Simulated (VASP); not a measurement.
# InP (F-43m) in VASP: further runs, part 2 of 2

VASP 6.6.1. Earlier steps stand in the parts before.

**3. Single point, BLYP+D4**

This run uses another cell than the first one, of 26.06 Å³/atom, 1.035 times its volume.

Contents of INCAR:

```
PREC = Accurate ; ENCUT = 520
EDIFF = 1E-7 ; ISMEAR = -1
SIGMA = 0.05 ; LREAL = F
LASPH = T ; NELM = 60
ALGO = Normal ; ISIF = 2
LWAVE = F ; LCHARG = F
GGA = B5 ; ALDAX = 1.0
AGGAX = 1.0 ; AGGAC = 1.0
ALDAC = 0.0 ; IVDW = 13
VDW_S6 = 1.0 ; VDW_S8 = 2.34076671
VDW_A1 = 0.44488865 ; VDW_A2 = 4.0933009
NBANDS = 16
```

Contents of KPOINTS:

```
Automatic mesh
0
Gamma
  8 8 8
```

Contents of POSCAR:

```
InP
1.0
    0.0000000000      2.9646235795      2.9646235795
    2.9646235795      0.0000000000      2.9646235795
    2.9646235795      2.9646235795      0.0000000000
In P
1 1
Direct
    0.0000000000      0.0000000000      0.0000000000
    0.7500000000      0.7500000000      0.7500000000
```

Potentials or basis: VASP PAW PBE potentials, release 64 (In_d, P).

The run is started by

```console
$ cat potpaw_PBE.64/In_d/POTCAR potpaw_PBE.64/P/POTCAR > POTCAR
$ mpirun -np 1 vasp_std > vasp.out
```

It took 36 s on 1 thread of Intel Xeon Platinum 8488C (Sapphire Rapids), shared host; peak memory 0.18 GiB.

The run converged. Its results:

- Free energy: -8.3235 eV
- Pressure: 0.0 GPa
- Band gap on the k mesh: 0.43 eV, direct
- Dispersion energy per atom: -0.603 eV

Levels at points of the mesh, in eV from the valence-band top:
```
           k point  band 6  band 7  band 8  band 9  band 10  band 11  band 12  band 13
(0.00, 0.00, 0.00)  -11.29    0.00    0.00    0.00     0.43     4.11     4.11     4.11
(0.50, 0.00, 0.00)   -9.69   -5.53   -0.92   -0.92     1.40     4.86     4.86     7.15
(0.50, 0.50, 0.00)   -9.08   -5.62   -2.18   -2.18     1.94     2.33     9.02     9.31
```

Caveat: the PAW data sets were made with another functional, which shifts forces and pressure a little; spin-orbit coupling is left out, which moves the levels of the heavy elements.

**4. Relaxation of cell and atoms, BLYP+D4**

Contents of INCAR:

```
SYSTEM = InP
  PREC = Accurate
  ENCUT = 600
  EDIFF = 1E-6
  ISMEAR = -1
  SIGMA = 0.05
  LREAL = .False.
  LASPH = .True.
  NELM = 80
  ALGO = Normal
  ISIF = 3
  LWAVE = .False.
  LCHARG = .False.
  GGA = B5
  ALDAX = 1.0
  AGGAX = 1.0
  AGGAC = 1.0
  ALDAC = 0.0
  IVDW = 13
  VDW_S6 = 1.0
  VDW_S8 = 2.34076671
  VDW_A1 = 0.44488865
  VDW_A2 = 4.0933009
  IBRION = 2
  NSW = 80
  EDIFFG = -0.02
```

Contents of KPOINTS:

```
Automatic mesh
0
Gamma
  8 8 8
  0 0 0
```

Contents of POSCAR:

```
InP
1.0
    0.0000000000      2.9305000000      2.9305000000
    2.9305000000      0.0000000000      2.9305000000
    2.9305000000      2.9305000000      0.0000000000
In P
1 1
Direct
    0.0000000000      0.0000000000      0.0000000000
    0.7500000000      0.7500000000      0.7500000000
```

Potentials or basis: VASP PAW PBE potentials, release 64 (In_d, P).

The run is started by

```console
$ cat potpaw_PBE.64/In_d/POTCAR potpaw_PBE.64/P/POTCAR > POTCAR
$ mpirun -np 1 vasp_std > vasp.out
```

OUTCAR:

```text
SYSTEM = InP
   PREC = Accurate
   ENCUT = 600
   EDIFF = 1E-6
   ISMEAR = -1
   LREAL = .False.
   LASPH = .True.
   NELM = 80
   ISIF = 3
   GGA = B5
   IVDW = 13
   IBRION = 2
   NSW = 80
   EDIFFG = -0.02

 ion  position               nearest neighbor table
   1  0.000  0.000  0.000-   2 2.54   2 2.54   2 2.54   2 2.54
   2  0.750  0.750  0.750-   1 2.54   1 2.54   1 2.54   1 2.54

  LATTYP: Found a face centered cubic cell.
 ALAT       =     5.8610000000

  Lattice vectors:

 A1 = (   0.0000000000,   2.9305000000,   2.9305000000)
 A2 = (   2.9305000000,   0.0000000000,   2.9305000000)
 A3 = (   2.9305000000,   2.9305000000,   0.0000000000)

Analysis of symmetry for initial positions (statically):
=====================================================================
 Subroutine PRICEL returns:
 Original cell was already a primitive cell.

 Routine SETGRP: Setting up the symmetry group for a
 face centered cubic supercell.

[... 256 lines left out ...]

 E-fermi :   5.4760     XC(G=0):  -8.5667

 val. band max:        5.2309931546   @ k =   0.0000   0.0000   0.0000
 cond. band min:       5.6554745112   @ k =   0.0000   0.0000   0.0000
 fundamental gap:      0.4244813566
 Fermi energy:         5.4760221571

 k-point     1 :       0.0000    0.0000    0.0000
  band No.  band energies     occupation
      1      -8.9289      2.00000
      2      -8.9289      2.00000
      3      -8.9289      2.00000
      4      -8.7920      2.00000
      5      -8.7920      2.00000
      6      -6.0496      2.00000
      7       5.2310      1.98523
      8       5.2310      1.98523
      9       5.2310      1.98523
     10       5.6555      0.05376
     11       9.3393      0.00000
     12       9.3393      0.00000
     13       9.3393      0.00000
[... 354 lines left out ...]
  band No.  band energies     occupation
      1      -9.0437      2.00000
      2      -8.8860      2.00000
      3      -8.8684      2.00000
      4      -8.7966      2.00000
      5      -8.7807      2.00000
      6      -4.1656      2.00000
      7      -0.1576      2.00000
      8       2.6946      2.00000
      9       3.7053      2.00000
     10       8.2729      0.00000
     11       9.5417      0.00000
     12      11.0539      0.00000
     13      12.4111      0.00000

 [... further k-points ...]

------------------------ aborting loop because EDIFF is reached ----------------------------------------

  DFT-D4 for vdW energy calculation

  Edisp (eV):   -1.20541
[... 25 lines left out ...]
  FREE ENERGIE OF THE ION-ELECTRON SYSTEM (eV)
  ---------------------------------------------------
  free  energy   TOTEN  =        -8.3239293220 eV

  energy  without entropy=       -8.3238707463  energy(sigma->0) =       -8.32390003

 reached required accuracy - stopping structural energy minimisation
```

It took 74 s on 1 thread of Intel Xeon Platinum 8488C (Sapphire Rapids), shared host; peak memory 0.22 GiB.

Results:

```
Free energy                            : -8.3239 eV
Relaxed volume                         : 26.08 Å³/atom
Relaxed cell                           : a = 4.194 Å, b = 4.194 Å, c = 4.194 Å, α = 60.00°, β = 60.00°, γ = 60.00°
Space group after relaxing (to 0.05 Å) : F-43m (No. 216)
Energy gained by relaxing              : 6.4 meV/atom
Ionic steps                            : 3
Pressure after relaxing                : 0.0 GPa
Band gap on the k mesh                 : 0.42 eV, direct
Dispersion energy per atom             : -0.603 eV
```

The path:
| step | energy change (eV) | largest force (eV/Å) | pressure (GPa) | volume (Å³) |
| --- | --- | --- | --- | --- |
| 1 | 0.0000 | 0.0000 | 2.31 | 50.33 |
| 2 | -0.0102 | 0.0000 | -0.98 | 53.02 |
| 3 | -0.0128 | 0.0000 | 0.00 | 52.16 |

Final structure:
```cif
data_structure
_symmetry_space_group_name_H-M 'P 1'
_symmetry_Int_Tables_number 1
_cell_length_a 4.1939
_cell_length_b 4.1939
_cell_length_c 4.1939
_cell_angle_alpha 60.000
_cell_angle_beta 60.000
_cell_angle_gamma 60.000
_cell_volume 52.16
loop_
_atom_site_label
_atom_site_type_symbol
_atom_site_fract_x
_atom_site_fract_y
_atom_site_fract_z
_atom_site_occupancy
In1 In 0.00000 0.00000 0.00000 1
P1 P 0.75000 0.75000 0.75000 1
```

Caveat: the PAW data sets were made with another functional, which shifts forces and pressure a little; spin-orbit coupling is left out, which moves the levels of the heavy elements.

**5. Single point, LDA, non-collinear spin, zero start, spin-orbit coupling**

Contents of INCAR:

```
PREC = Accurate
ENCUT = 520
EDIFF = 1E-6
ISMEAR = -1
SIGMA = 0.05
LREAL = F
LASPH = T
NELM = 150
ALGO = Normal
ISIF = 2
LWAVE = F
LCHARG = F
MAGMOM = 0 0 0 0 0 0
LORBIT = 11
LSORBIT = T
GGA_COMPAT = F
LORBMOM = T
GGA = CA
NBANDS = 30
```

Contents of KPOINTS:

```
Automatic mesh
0
Gamma
  6 6 6
```

POSCAR is that of step 4.

Potentials or basis: VASP PAW LDA potentials, release 64 (In_d, P).

The run is started by

```console
$ cat potpaw_LDA.64/In_d/POTCAR potpaw_LDA.64/P/POTCAR > POTCAR
$ mpirun -np 1 vasp_ncl > vasp.out
```

Run time: 64 s. Hardware: 1 thread of Intel Xeon Platinum 8488C (Sapphire Rapids), shared host; peak memory 0.26 GiB.

Results (log left out):

| Item | Value |
| --- | --- |
| Free energy | -9.6949 eV |
| Pressure | -1.2 GPa |
| Net moment | 0.00 μB per cell |
| Valence electrons inside the program's atomic spheres | In 11.53; P 2.52 |

Moments on the atoms (μB; x, y, z):
```
In  0.00 0.00 0.00
P   0.00 0.00 0.00
```

**6. Overview**

| task | level | potentials or basis | spin | cell | k mesh | cutoff (eV) | smearing | gap on the mesh (eV) | pressure (GPa) |
| --- | --- | --- | --- | --- | --- | --- | --- | --- | --- |
| single point | PBEsol | VASP PAW PBE potentials, release 64 (In_d, P) | off | a = 4.144 Å, angles 60.0°, 2 atoms | 8 × 8 × 8 | 520 | gaussian 0.02 eV | 0.61 | 0.6 |
| single point | BLYP+D4 | VASP PAW PBE potentials, release 64 (In_d, P) | off | a = 4.193 Å, angles 60.0°, 2 atoms | 8 × 8 × 8 | 520 | fermi-dirac 0.05 eV | 0.43 | 0.0 |
| relaxation of cell and atoms | BLYP+D4 | VASP PAW PBE potentials, release 64 (In_d, P) | off | relaxed from a = 4.144 Å, angles 60.0°, 2 atoms | 8 × 8 × 8 | 600 | fermi-dirac 0.05 eV | 0.42 | 0.0 |
| single point | LDA | VASP PAW LDA potentials, release 64 (In_d, P) | non-collinear, zero start, SOC | a = 4.144 Å, angles 60.0°, 2 atoms | 6 × 6 × 6 | 520 | fermi-dirac 0.05 eV | - | -1.2 |

Caveats: the PAW data sets were made with another functional, which shifts forces and pressure a little (some runs); spin-orbit coupling is left out, which moves the levels of the heavy elements (some runs).

Absolute energies hang on the potentials; compare differences alone.

**7. How close it comes**

Step 2. Measured gap of InP: 1.4236 eV (direct; 1.6 K; a printed reference work, data compilation). This calculation gives 0.61 eV (-0.81 eV). Spin-orbit coupling on In is left out. The value is that of PBEsol, without temperature or zero-point motion. Semilocal functionals fall short of measured gaps as a rule.

Step 3. A measured gap of InP is 1.4236 eV (direct; 1.6 K; a printed reference work, data compilation); the calculated 0.43 eV misses it by -0.99 eV. Spin-orbit coupling on In is left out. The value is that of BLYP+D4, without temperature or zero-point motion. Semilocal functionals fall short of measured gaps as a rule.
